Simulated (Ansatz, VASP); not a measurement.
One calculation of Cr, two programs

```
Cr
1.0
     2.48498    0.00000    0.00000
    -1.24249    2.15206    0.00000
     0.00000    0.00000    4.45577
Cr
2
Direct
  0.33333 0.66667 0.25000
  0.66667 0.33333 0.75000
```

This isn't the form of Cr at room conditions, which is bcc.

Alike in both runs: functional PBE; k mesh 21 × 21 × 10; occupations gaussian, width 0.1 eV; no spin polarisation.

Ansatz relaxed the structure, and its values are those at the end. VASP's run is a single point on that final structure, the one shown.

|  | VASP | Ansatz |
| --- | --- | --- |
| version | VASP 6.6.1 | Ansatz 0.2.0 |
| potentials or method | VASP PAW PBE potentials, release 64 (Cr_pv) | scalar-relativistic, plane waves, PAW |
| plane-wave cutoff (eV) | 520 | 420 |
| valence electrons in the cell | 24 | 28 |

```csv
,VASP,Ansatz,Ansatz less VASP
gap on the k mesh at the Fermi level (eV),none,none,-
pressure (GPa),-0.4,0.0,+0.46
```

A gap of «none» marks a metal or a gap that the smearing closes. The two sets of potentials don't hold the same shells in valence.

Caveats: the run has no spin polarisation, though such a crystal can be magnetic. Spin polarisation is off, so any magnetic state and its effect on volume and gap are missing.
